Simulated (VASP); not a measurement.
# Hf in VASP: reference runs

How does Hf come out in PBE? The cell is run as given.

Everything below comes from runs of VASP 6.6.1. Logs are shortened: lines on timing, memory, paths and dates and some standing lists are left out, and cuts for length are marked.

### 1 The undisturbed slab

The cell holds a slab with vacuum, 7 atoms: a = 3.197 Å, b = 3.197 Å, c = 30.173 Å, α = 90.00°, β = 90.00°, γ = 120.00°.

The slab is cut from a database's or a generator's crystal, which needn't be the stable form of the element.

### 2 Single point, PBE (the (0 0 1) slab of Hf, cut from the database cell, not relaxed)

INCAR

```
SYSTEM = Hf
PREC     = Accurate       ! precision mode
ENCUT    = 520            ! plane-wave cutoff, eV
EDIFF    = 1E-7           ! SCF threshold, eV
ISMEAR   = -1             ! smearing method
SIGMA    = 0.05           ! smearing width, eV
LREAL    = .False.        ! projectors in reciprocal space
LASPH    = .True.         ! aspherical terms in the spheres
NELM     = 80             ! most SCF steps
ALGO     = Normal         ! electronic algorithm
ISIF     = 2              ! what is computed and relaxed
LWAVE    = .False.        ! write WAVECAR
LCHARG   = .True.         ! write CHGCAR
LDIPOL   = .True.       
IDIPOL   = 3            
DIPOL    = 0.5 0.5 0.500
GGA      = PE             ! functional
LELF     = .True.         ! ELF
LVHAR    = .True.       
LVACPOTAV= .True.       
NBANDS   = 44             ! bands
```

KPOINTS

```
Automatic mesh
0
Gamma
  10 10 1
  0 0 0
```

POSCAR

```
Hf
1.0
    3.1966985242      0.0000000000      0.0000000000
   -1.5983492621      2.7684221302      0.0000000000
    0.0000000000      0.0000000000     30.1734000000
Hf
7
Direct
    0.6666666667      0.3333333334      0.2485633041
    0.3333333333      0.6666666666      0.3323755361
    0.6666666667      0.3333333334      0.4161877680
    0.3333333333      0.6666666666      0.5000000000
    0.6666666667      0.3333333334      0.5838122320
    0.3333333333      0.6666666666      0.6676244639
    0.6666666667      0.3333333334      0.7514366959
```

Potentials or basis: VASP PAW PBE potentials, release 64 (Hf_pv).

The run is started by

```
$ cat potpaw_PBE.64/Hf_pv/POTCAR > POTCAR
$ mpirun -np 1 vasp_std > vasp.out
```

OUTCAR:

```text
SYSTEM = Hf
   PREC = Accurate
   ENCUT = 520
   EDIFF = 1E-7
   ISMEAR = -1
   LREAL = .False.
   LASPH = .True.
   NELM = 80
   ISIF = 2
   GGA = PE

 ion  position               nearest neighbor table
   1  0.667  0.333  0.249-   2 3.13   2 3.13   2 3.13
   2  0.333  0.667  0.332-   3 3.13   3 3.13   3 3.13   1 3.13   1 3.13   1 3.13
   3  0.667  0.333  0.416-   2 3.13   2 3.13   2 3.13   4 3.13   4 3.13   4 3.13
   4  0.333  0.667  0.500-   3 3.13   5 3.13   3 3.13   5 3.13   3 3.13   5 3.13
   5  0.667  0.333  0.584-   6 3.13   6 3.13   6 3.13   4 3.13   4 3.13   4 3.13
   6  0.333  0.667  0.668-   5 3.13   5 3.13   5 3.13   7 3.13   7 3.13   7 3.13
   7  0.667  0.333  0.751-   6 3.13   6 3.13   6 3.13

  LATTYP: Found a hexagonal cell.
 ALAT       =     3.1966985242
 C/A-ratio  =     9.4389257453

  Lattice vectors:

 A1 = (   3.1966985242,   0.0000000000,   0.0000000000)
 A2 = (  -1.5983492621,   2.7684221302,   0.0000000000)
 A3 = (   0.0000000000,   0.0000000000,  30.1734000000)

Analysis of symmetry for initial positions (statically):
=====================================================================
 Subroutine PRICEL returns:
 Original cell was already a primitive cell.

 Routine SETGRP: Setting up the symmetry group for a
 hexagonal supercell.

 Subroutine GETGRP returns: Found 12 space group operations
 (whereof 12 operations were pure point group operations)
 out of a pool of 24 trial point group operations.

The static configuration has the point symmetry D_3h.

Analysis of symmetry for dynamics (positions and initial velocities):
=====================================================================
 Subroutine PRICEL returns:
 Original cell was already a primitive cell.

 Routine SETGRP: Setting up the symmetry group for a
 hexagonal supercell.

 Subroutine GETGRP returns: Found 12 space group operations
 (whereof 12 operations were pure point group operations)
 out of a pool of 24 trial point group operations.

The dynamic configuration has the point symmetry D_3h.

 Subroutine INISYM returns: Found 12 space group operations
 (whereof 12 operations are pure point group operations),
 and found     1 'primitive' translations

----------------------------------------------------------------------------------------

                                     Primitive cell

  volume of cell :     267.0289

  direct lattice vectors                    reciprocal lattice vectors
     3.196698524  0.000000000  0.000000000     0.312822743  0.180608295  0.000000000
    -1.598349262  2.768422130  0.000000000     0.000000000  0.361216589  0.000000000
     0.000000000  0.000000000 30.173400000     0.000000000  0.000000000  0.033141774

  length of vectors
     3.196698524  3.196698524 30.173400000     0.361216589  0.361216589  0.033141774

  position of ions in fractional coordinates (direct lattice)
     0.666666667  0.333333333  0.248563304
     0.333333333  0.666666667  0.332375536
     0.666666667  0.333333333  0.416187768
     0.333333333  0.666666667  0.500000000
     0.666666667  0.333333333  0.583812232
     0.333333333  0.666666667  0.667624464
     0.666666667  0.333333333  0.751436696

  ion indices of the primitive-cell ions
   primitive index   ion index
                 1           1
                 2           2
                 3           3
                 4           4
                 5           5
                 6           6
                 7           7

----------------------------------------------------------------------------------------

 KPOINTS: Automatic mesh

Automatic generation of k-mesh.
 Grid dimensions read from file:
 generate k-points for:   10   10    1

 Generating k-lattice:

  Cartesian coordinates                     Fractional coordinates (reciprocal lattice)
     0.031282274  0.018060829  0.000000000     0.100000000 -0.000000000  0.000000000
     0.000000000  0.036121659  0.000000000     0.000000000  0.100000000  0.000000000
     0.000000000  0.000000000  0.033141774     0.000000000  0.000000000  1.000000000

  Length of vectors
     0.036121659  0.036121659  0.033141774

  Shift w.r.t. Gamma in fractional coordinates (k-lattice)
     0.000000000  0.000000000  0.000000000

 Subroutine IBZKPT returns following result:
 ===========================================

 Found     14 irreducible k-points:

 Following reciprocal coordinates:
            Coordinates               Weight
  0.000000  0.000000  0.000000      1.000000
  0.100000 -0.000000  0.000000      6.000000
  0.200000 -0.000000  0.000000      6.000000
  0.300000  0.000000  0.000000      6.000000
  0.400000  0.000000  0.000000      6.000000
  0.500000  0.000000  0.000000      3.000000
  0.100000  0.100000  0.000000      6.000000
  0.200000  0.100000  0.000000     12.000000
  0.300000  0.100000  0.000000     12.000000
  0.400000  0.100000  0.000000     12.000000
  0.200000  0.200000  0.000000      6.000000
  0.300000  0.200000  0.000000     12.000000
  0.400000  0.200000  0.000000      6.000000
  0.300000  0.300000  0.000000      6.000000
   k-points           NKPTS =     14   k-points in BZ     NKDIM =     14   number of bands    NBANDS=     44
   number of dos      NEDOS =    301   number of ions     NIONS =      7
   total plane-waves  NPLWV = 129024
   dimension x,y,z NGX =    24 NGY =   24 NGZ =  224
   dimension x,y,z NGXF=    48 NGYF=   48 NGZF=  448
   ions per type =               7
   NGX,Y,Z   is equivalent  to a cutoff of  12.48, 12.48, 12.34 a.u.
   NGXF,Y,Z  is equivalent  to a cutoff of  24.96, 24.96, 24.68 a.u.
 SYSTEM =  Hf
   PREC   = accura    normal or accurate (medium, high low for compatibility)
   ISTART =      0    job   : 0-new  1-cont  2-samecut
   ICHARG =      2    charge: 1-file 2-atom 10-const
   ISPIN  =      1    spin polarized calculation?
   LNONCOLLINEAR =      F non collinear calculations
   LSORBIT =      F    spin-orbit coupling
   LASPH  =      T    aspherical Exc in radial PAW
   ENCUT  =  520.0 eV  38.22 Ry    6.18 a.u.   5.94  5.94 56.10*2*pi/ulx,y,z
   NELM   =     80;   NELMIN=  2; NELMDL= -5     # of ELM steps
   EDIFF  = 0.1E-06   stopping-criterion for ELM
   LREAL  =      F    real-space projection
   EDIFFG = 0.1E-05   stopping-criterion for IOM
   NSW    =      0    number of steps for IOM
   IBRION =     -1    ionic relax: 0-MD 1-quasi-New 2-CG
   NFREE  =      0    steps in history (QN), initial steepest desc. (CG)
   ISIF   =      2    stress and relaxation
   ISYM   =      2    0-nonsym 1-usesym 2-fastsym
   POTIM  = 0.5000    time-step for ionic-motion
   TEBEG  =    0.0;   TEEND  =   0.0 temperature during run
   PSTRESS=    0.0 pullay stress
   NELECT =      70.0000    total number of electrons
   NUPDOWN=      -1.0000    fix difference up-down
   EMIN   =  10.00;   EMAX   =-10.00  energy-range for DOS
   EFERMI =   0.00;   METHOD = LEGACY
   ISMEAR =    -1;   SIGMA  =   0.05  broadening in eV -4-tet -1-fermi 0-gaus
   EFERMI_NEDOS =   21; number of points for ismear=-14 and -15
   IALGO  =     38    algorithm
   IMIX   =      4    mixing-type and parameters
     AMIX     =   0.40;   BMIX     =  1.00
     AMIX_MAG =   1.60;   BMIX_MAG =  1.00
  volume/ion in A,a.u.               =      38.15       257.43
  Fermi-wavevector in a.u.,A,eV,Ry     =   1.047743  1.979947 14.936005  1.097765
  Thomas-Fermi vector in A             =   2.182636
   LORBIT       =      0    0 simple, 1 ext, 2 COOP (PROOUT), +10 PAW based schemes
   GGA     = PE    functional components
   LHFCALC =     F    Hartree Fock is set to
   AEXX    =    0.0000 exact exchange contribution
   IVDW    =     0    specifies the selected vdW correction
   LEPSILON=     F    determine dielectric tensor
   LRPA    =     F    only Hartree local field effects (RPA)
 non-spin polarized calculation
  energy-cutoff  :      520.00
  volume of cell :      267.03
 maximum number of plane-waves:      7254
 NGX is ok and might be reduce to    24
   NGX = 11   NGY = 11   NGZ =113

 dipolmoment           0.000000      0.000000      0.000000 electrons x Angstroem

 number of electron      70.0000014 magnetization

 dipolmoment           0.000000      0.000000     -0.000000 electrons x Angstroem

 Free energy of the ion-electron system (eV)
  ---------------------------------------------------
  ext. energy  EPLUGINS =         0.00000000
  ---------------------------------------------------
  free energy    TOTEN  =       -67.47161867 eV

  energy without entropy =      -67.41137783  energy(sigma->0) =      -67.44149825

 E-fermi :   1.1694     XC(G=0):  -7.3131

 val. band max:        1.1604305861   @ k =   0.3000   0.3000   0.0000
 cond. band min:       1.1708905090   @ k =   0.1000  -0.0000   0.0000
 fundamental gap:      0.0104599230
 Fermi energy:         1.1693710619

 k-point     1 :       0.0000    0.0000    0.0000
  band No.  band energies     occupation
      1     -29.9420      2.00000
      2     -29.9320      2.00000
      3     -29.7914      2.00000
      4     -29.5753      2.00000
      5     -29.3931      2.00000
      6     -29.3931      2.00000
[... 36 lines left out ...]
     43       2.3851      0.00000
     44       2.5603      0.00000

 k-point     2 :       0.1000   -0.0000    0.0000
  band No.  band energies     occupation
      1     -29.9260      2.00000
      2     -29.9187      2.00000
      3     -29.7765      2.00000
      4     -29.5767      2.00000
      5     -29.4575      2.00000
      6     -29.4464      2.00000
[... 36 lines left out ...]
     43       2.6170      0.00000
     44       2.6271      0.00000

 k-point     3 :       0.2000   -0.0000    0.0000
  band No.  band energies     occupation
      1     -29.8874      2.00000
      2     -29.8855      2.00000
      3     -29.7364      2.00000
      4     -29.6235      2.00000
      5     -29.6001      2.00000
      6     -29.5509      2.00000
[... 506 lines left out ...]
     43       2.0283      0.00000
     44       3.0821      0.00000

 k-point    14 :       0.3000    0.3000    0.0000
  band No.  band energies     occupation
      1     -29.8426      2.00000
      2     -29.8423      2.00000
      3     -29.8005      2.00000
      4     -29.7992      2.00000
      5     -29.7381      2.00000
      6     -29.7374      2.00000
[... 36 lines left out ...]
     43       1.7733      0.00001
     44       3.1229      0.00000

------------------------ aborting loop because EDIFF is reached ----------------------------------------

  FORCE on cell =-STRESS in cart. coord.  units (eV):
  Direction    XX          YY          ZZ          XY          YZ          ZX
  --------------------------------------------------------------------------------------
  -------------------------------------------------------------------------------------
  Total       -1.8800408     -1.8800408     -2.6956961      0.0000000      0.0000000      0.0000000
  in kB      -11.2802732    -11.2802732    -16.1742170      0.0000000      0.0000000      0.0000000
  external PRESSURE =     -12.9115878 kB  Pullay stress =       0.0000000 kB

 VOLUME and BASIS-vectors are now :
 -----------------------------------------------------------------------------
  energy-cutoff  :      520.00
  volume of cell :      267.03
      direct lattice vectors                 reciprocal lattice vectors
     3.196698524  0.000000000  0.000000000     0.312822743  0.180608295  0.000000000
    -1.598349262  2.768422130  0.000000000     0.000000000  0.361216589  0.000000000
     0.000000000  0.000000000 30.173400000     0.000000000  0.000000000  0.033141774

 POSITION                                       TOTAL-FORCE (eV/Angst)
 -----------------------------------------------------------------------------------
      1.59835      0.92281      7.50000         0.000000      0.000000      0.642224
     -0.00000      1.84561     10.02890         0.000000      0.000000     -0.767278
      1.59835      0.92281     12.55780        -0.000000     -0.000000      0.135601
     -0.00000      1.84561     15.08670        -0.000000     -0.000000      0.000000
      1.59835      0.92281     17.61560        -0.000000     -0.000000     -0.135601
     -0.00000      1.84561     20.14450         0.000000     -0.000000      0.767278
      1.59835      0.92281     22.67340         0.000000      0.000000     -0.642224
 -----------------------------------------------------------------------------------
    total drift:                               -0.000000     -0.000000     -0.000000

  FREE ENERGIE OF THE ION-ELECTRON SYSTEM (eV)
  ---------------------------------------------------
  free  energy   TOTEN  =       -67.4716186673 eV

  energy  without entropy=      -67.4113778280  energy(sigma->0) =      -67.44149825

 vacuum level on the upper side and lower side of the slab         5.549         5.549
```

It took 11 min on 1 thread of Intel Xeon 6975P-C (Granite Rapids), shared host; peak memory 0.41 GiB.

Results:

| Property | Result |
| --- | --- |
| Free energy | -67.4716 eV |
| Largest force | 0.767 eV/Å |
| Band gap on the k mesh | none (metal or under the smearing width) |
| Work function of the upper face | 4.38 eV |
| Work function of the lower face | 4.38 eV |

Forces in eV/Å, atoms in the order of the input:
```
Hf   0.000  0.000  0.642
Hf   0.000  0.000 -0.767
Hf   0.000  0.000  0.136
Hf   0.000  0.000  0.000
Hf   0.000  0.000 -0.136
Hf   0.000  0.000  0.767
Hf   0.000  0.000 -0.642
```

Spin-orbit coupling is left out, which matters for the levels of Hf.
